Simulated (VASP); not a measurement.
# Cs (P6_3/mmc) in VASP: further runs

Runs on Cs. Level: PBE. Tasks: single point.

All numbers are computed with VASP 6.6.1; they aren't measurements. Logs are shortened: lines on timing, memory, paths and dates and some standing lists are left out, and cuts for length are marked.

### 1 Starting point

The structure is hexagonal, space group P6_3/mmc (No. 194). The conventional cell has a = 5.492 Å, b = 5.492 Å, c = 17.848 Å, α = 90.00°, β = 90.00°, γ = 120.00°.

This isn't the form of Cs at room conditions, which is bcc.

### 2 Single point, PBE

INCAR

```
SYSTEM = Cs
ALGO = Fast
EDIFF = 1E-6
ENCUT = 520
GGA = PE
ISIF = 2
ISMEAR = -1
LASPH = .True.
LCHARG = .False.
LREAL = .False.
LWAVE = .False.
NBANDS = 26
NELM = 100
PREC = Accurate
SIGMA = 0.05
```

KPOINTS

```
k-points
0
Gamma
  7 7 2
  0 0 0
```

POSCAR

```
Cs
1.0
    5.4918438880      0.0000000000      0.0000000000
   -2.7459219440      4.7560763206      0.0000000000
    0.0000000000      0.0000000000     17.8484926358
Cs
4
Direct
    0.0000000000      0.0000000000      0.0000000000
    0.0000000000      0.0000000000      0.5000000000
    0.3333333333      0.6666666667      0.2500000000
    0.6666666667      0.3333333333      0.7500000000
```

Potentials or basis: VASP PAW PBE potentials, release 64 (Cs_sv).

Run with:

```console
> cat potpaw_PBE.64/Cs_sv/POTCAR > POTCAR
> mpirun -np 1 vasp_std > vasp.out
```

OUTCAR:

```text
SYSTEM = Cs
   EDIFF = 1E-6
   ENCUT = 520
   GGA = PE
   ISIF = 2
   ISMEAR = -1
   LASPH = .True.
   LREAL = .False.
   NELM = 100
   PREC = Accurate

 ion  position               nearest neighbor table
   1  0.000  0.000  0.000-
   2  0.000  0.000  0.500-
   3  0.333  0.667  0.250-
   4  0.667  0.333  0.750-

  LATTYP: Found a hexagonal cell.
 ALAT       =     5.4918438880
 C/A-ratio  =     3.2500000000

  Lattice vectors:

 A1 = (   5.4918438880,   0.0000000000,   0.0000000000)
 A2 = (  -2.7459219440,   4.7560763206,   0.0000000000)
 A3 = (   0.0000000000,   0.0000000000,  17.8484926358)

Analysis of symmetry for initial positions (statically):
=====================================================================
 Subroutine PRICEL returns:
 Original cell was already a primitive cell.

 Routine SETGRP: Setting up the symmetry group for a
 hexagonal supercell.

 Subroutine GETGRP returns: Found 24 space group operations
 (whereof 12 operations were pure point group operations)
 out of a pool of 24 trial point group operations.

The static configuration has the point symmetry D_3d.
 The point group associated with its full space group is D_6h.

Analysis of symmetry for dynamics (positions and initial velocities):
=====================================================================
 Subroutine PRICEL returns:
 Original cell was already a primitive cell.

 Routine SETGRP: Setting up the symmetry group for a
 hexagonal supercell.

 Subroutine GETGRP returns: Found 24 space group operations
 (whereof 12 operations were pure point group operations)
 out of a pool of 24 trial point group operations.

The dynamic configuration has the point symmetry D_3d.
 The point group associated with its full space group is D_6h.

 Subroutine INISYM returns: Found 24 space group operations
 (whereof 12 operations are pure point group operations),
 and found     1 'primitive' translations

----------------------------------------------------------------------------------------

                                     Primitive cell

  volume of cell :     466.1960

[... 78 lines left out ...]
   LNONCOLLINEAR =      F non collinear calculations
   LSORBIT =      F    spin-orbit coupling
   LASPH  =      T    aspherical Exc in radial PAW
   ENCUT  =  520.0 eV  38.22 Ry    6.18 a.u.  10.21 10.21 33.19*2*pi/ulx,y,z
   NELM   =    100;   NELMIN=  2; NELMDL= -5     # of ELM steps
   EDIFF  = 0.1E-05   stopping-criterion for ELM
   LREAL  =      F    real-space projection
   EDIFFG = 0.1E-04   stopping-criterion for IOM
   NSW    =      0    number of steps for IOM
   IBRION =     -1    ionic relax: 0-MD 1-quasi-New 2-CG
   NFREE  =      0    steps in history (QN), initial steepest desc. (CG)
   ISIF   =      2    stress and relaxation
   ISYM   =      2    0-nonsym 1-usesym 2-fastsym
   POTIM  = 0.5000    time-step for ionic-motion
   TEBEG  =    0.0;   TEEND  =   0.0 temperature during run
   PSTRESS=    0.0 pullay stress
   NELECT =      36.0000    total number of electrons
   NUPDOWN=      -1.0000    fix difference up-down
   EMIN   =  10.00;   EMAX   =-10.00  energy-range for DOS
   EFERMI =   0.00;   METHOD = LEGACY
   ISMEAR =    -1;   SIGMA  =   0.05  broadening in eV -4-tet -1-fermi 0-gaus
   EFERMI_NEDOS =   21; number of points for ismear=-14 and -15
   IALGO  =     68    algorithm
   IMIX   =      4    mixing-type and parameters
     AMIX     =   0.40;   BMIX     =  1.00
     AMIX_MAG =   1.60;   BMIX_MAG =  1.00
  volume/ion in A,a.u.               =     116.55       786.51
  Fermi-wavevector in a.u.,A,eV,Ry     =   0.697139  1.317402  6.612473  0.486003
  Thomas-Fermi vector in A             =   1.780384
   LORBIT       =      0    0 simple, 1 ext, 2 COOP (PROOUT), +10 PAW based schemes
   GGA     = PE    functional components
   LHFCALC =     F    Hartree Fock is set to
   AEXX    =    0.0000 exact exchange contribution
   IVDW    =     0    specifies the selected vdW correction
   LEPSILON=     F    determine dielectric tensor
   LRPA    =     F    only Hartree local field effects (RPA)
 non-spin polarized calculation
 RMM-DIIS sequential band-by-band and
  energy-cutoff  :      520.00
  volume of cell :      466.20
 maximum number of plane-waves:     12592
 NGX is ok and might be reduce to    42

 number of electron      36.0000009 magnetization

 Free energy of the ion-electron system (eV)
  ---------------------------------------------------
  ext. energy  EPLUGINS =         0.00000000
  ---------------------------------------------------
  free energy    TOTEN  =        -3.43110180 eV

  energy without entropy =       -3.39034566  energy(sigma->0) =       -3.41072373

 E-fermi :   0.4350     XC(G=0):  -5.3728

 val. band max:        0.4320619922   @ k =   0.1429   0.1429   0.5000
 cond. band min:       0.4789508972   @ k =   0.4286   0.0000   0.0000
 fundamental gap:      0.0468889050
 Fermi energy:         0.4349639657

 k-point     1 :       0.0000    0.0000    0.0000
  band No.  band energies     occupation
      1     -23.4403      2.00000
      2     -23.4378      2.00000
      3     -23.4369      2.00000
      4     -23.4344      2.00000
      5     -10.3171      2.00000
      6     -10.2533      2.00000
[... 453 lines left out ...]
     25       1.8160      0.00000
     26       1.9005      0.00000

------------------------ aborting loop because EDIFF is reached ----------------------------------------

  FORCE on cell =-STRESS in cart. coord.  units (eV):
  Direction    XX          YY          ZZ          XY          YZ          ZX
  --------------------------------------------------------------------------------------
  -------------------------------------------------------------------------------------
  Total       -0.0372277     -0.0372277      0.0985729      0.0000000      0.0000000      0.0000000
  in kB       -0.1279406     -0.1279406      0.3387659      0.0000000      0.0000000      0.0000000
  external PRESSURE =       0.0276282 kB  Pullay stress =       0.0000000 kB

 VOLUME and BASIS-vectors are now :
 -----------------------------------------------------------------------------
  energy-cutoff  :      520.00
  volume of cell :      466.20
      direct lattice vectors                 reciprocal lattice vectors
     5.491843888  0.000000000  0.000000000     0.182088206  0.105128675  0.000000000
    -2.745921944  4.756076321  0.000000000     0.000000000  0.210257349  0.000000000
     0.000000000  0.000000000 17.848492636     0.000000000  0.000000000  0.056027140

 POSITION                                       TOTAL-FORCE (eV/Angst)
 -----------------------------------------------------------------------------------
      0.00000      0.00000      0.00000         0.000000      0.000000      0.000000
      0.00000      0.00000      8.92425         0.000000      0.000000      0.000000
     -0.00000      3.17072      4.46212         0.000000     -0.000000     -0.000000
      2.74592      1.58536     13.38637        -0.000000      0.000000      0.000000
 -----------------------------------------------------------------------------------
    total drift:                               -0.000000      0.000000     -0.000000

  FREE ENERGIE OF THE ION-ELECTRON SYSTEM (eV)
  ---------------------------------------------------
  free  energy   TOTEN  =        -3.4311018013 eV

  energy  without entropy=       -3.3903456565  energy(sigma->0) =       -3.41072373
```

stdout:

```text
POSCAR found type information on POSCAR Cs
 POSCAR found :  1 types and       4 ions
 scaLAPACK will be used
 LDA part: xc-table for (Slater+PW92), standard interpolation
 POSCAR, INCAR and KPOINTS ok, starting setup
 FFT: planning ... GRIDC
 FFT: planning ... GRID_SOFT
 FFT: planning ... GRID
 WAVECAR not read
 entering main loop
```

It took 3.2 min on 1 thread of Intel Xeon Platinum 8488C (Sapphire Rapids), shared host; peak memory 0.58 GiB.

What came out:

```
Free energy            : -3.4311 eV
Pressure               : 0.0 GPa
Band gap on the k mesh : none (metal or under the smearing width)
```

Levels at points of the mesh, in eV from the Fermi level:
```
           k point  band 14  band 15  band 16  band 17  band 18  band 19  band 20  band 21  band 22  band 23
(0.00, 0.00, 0.00)   -10.62   -10.62   -10.62    -1.68    -1.07    -1.07    -0.03     0.75     1.62     1.63
(0.00, 0.00, 0.50)   -10.62   -10.62   -10.62    -1.52    -1.52    -0.46    -0.46     1.09     1.09     2.16
```

### 3 Single point, PBE (volume scaled by 0.85)

INCAR

```
SYSTEM = Cs
  PREC = Accurate
  ENCUT = 520
  EDIFF = 1E-6
  ISMEAR = -1
  SIGMA = 0.05
  LREAL = .FALSE.
  LASPH = .TRUE.
  NELM = 100
  ALGO = Fast
  ISIF = 2
  LWAVE = .FALSE.
  LCHARG = .FALSE.
  GGA = PE
  NBANDS = 26
```

KPOINTS

```
Automatic mesh
0
G
  7 7 2
  0 0 0
```

POSCAR

```
Cs
1.0
    5.2022492787      0.0000000000      0.0000000000
   -2.6011246393      4.5052800322      0.0000000000
    0.0000000000      0.0000000000     16.9073101555
Cs
4
Direct
    0.0000000000      0.0000000000      0.0000000000
    0.0000000000      0.0000000000      0.5000000000
    0.3333333333      0.6666666667      0.2500000000
    0.6666666667      0.3333333333      0.7500000000
```

Potentials or basis: VASP PAW PBE potentials, release 64 (Cs_sv).

Run with:

```console
> cat potpaw_PBE.64/Cs_sv/POTCAR > POTCAR
> mpirun -np 1 vasp_std > vasp.out
```

It took 2.2 min on 1 thread of Intel Xeon Platinum 8488C (Sapphire Rapids), shared host; peak memory 0.51 GiB.

Results (log left out):

| Item | Value |
| --- | --- |
| Free energy | -3.3454 eV |
| Pressure | 0.4 GPa |
| Band gap on the k mesh | none (metal or under the smearing width) |

Levels at points of the mesh, in eV from the Fermi level:
```
           k point  band 16  band 17  band 18  band 19  band 20  band 21
(0.00, 0.00, 0.00)   -10.51    -1.85    -1.14    -1.14    -0.09     0.93
(0.00, 0.00, 0.50)   -10.52    -1.66    -1.66    -0.48    -0.48     1.18
```

Spin-orbit coupling is left out, which matters for the levels of Cs.
